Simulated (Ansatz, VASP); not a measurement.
Two plane-wave programs on Al3O

```xyz
4
Lattice="2.8394 0.0000 0.0000 0.0000 2.8394 0.0000 0.0000 0.0000 19.6413" Properties=species:S:1:pos:R:3 pbc="T T T"
Al    1.4197    1.4197    4.0000
Al    0.0000    0.0000    6.0693
Al    1.4197    1.4197    8.1413
O     2.3662    2.3662    9.1352
```

Alike in both runs: task relaxation of the atoms; functional PBEsol; k mesh 9 × 9 × 1; occupations gaussian, width 0.1 eV; no spin polarisation.

|  | VASP | Ansatz |
| --- | --- | --- |
| version | VASP 6.6.1 | Ansatz 0.2.0 |
| potentials or method | VASP PAW PBE potentials, release 64 (Al, O) | scalar-relativistic, plane waves, PAW |
| plane-wave cutoff (eV) | 520 | 420 |
| valence electrons in the cell | 15 | 15 |

```tsv
	VASP	Ansatz	Ansatz less VASP
gap on the k mesh at the Fermi level, each at its own relaxed structure (eV)	none	none	-
energy change over the relaxation (meV/atom)	-17	-18	-1.8
```

A gap of «none» marks a metal or a gap that the smearing closes.

Caveats: an odd number of electrons without spin polarisation forces a metal; a magnetic or distorted state may lie lower.
